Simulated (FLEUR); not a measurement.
Runs of FLEUR MaX-R8.1 (later development tree) on C. Symmetry: P6_3/mmc, No. 194, hexagonal system. The conventional cell has a = 2.522 Å, b = 2.522 Å, c = 8.237 Å, α = 90.00°, β = 90.00°, γ = 120.00°. C (site symmetry 3m) has 4 C at 1.54 Å as nearest neighbours. Around C (site symmetry 3m) lie 4 C at 1.54 Å. This is a hexagonal form of diamond, not graphite.

| task | level | gmax | muffin-tin radii | max iterations | mixing factor | mixer | kmax | gap on the mesh (eV) | V0 of scaled cells (Å³/atom) | B0 (GPa) |
| --- | --- | --- | --- | --- | --- | --- | --- | --- | --- | --- |
| band structure | RPBE | 16.5 1/bohr | C 1.35 bohr | 60 | 0.05 | Anderson | 5.33 1/bohr | 4.55 | - | - |
| band structure | LDA (Moruzzi-Janak-Williams) | 16.5 1/bohr | C 1.35 bohr | 60 | 0.05 | Anderson | 5.33 1/bohr | 4.37 | - | - |
| equation of state | RPBE | 17 1/bohr | C 1.31 bohr | - | - | - | 5.5 1/bohr | - | (a) | 420 |
| equation of state | LDA (Moruzzi-Janak-Williams) | 17 1/bohr | C 1.31 bohr | - | - | - | 5.5 1/bohr | - | (b) | 465 |

Alike in all rows: potentials or basis all-electron, FLAPW; no spin polarisation; cell as given; k mesh 12 × 12 × 4; smearing fermi-dirac 0.05 eV.

**Question.** Fill in the values left out.

**Answer.** (a) 5.78; (b) 5.53.

Caveats: the cell was scaled at fixed shape and fractional positions, which overstates the stiffness of a crystal with free parameters, most of all of layers and chains (some runs).

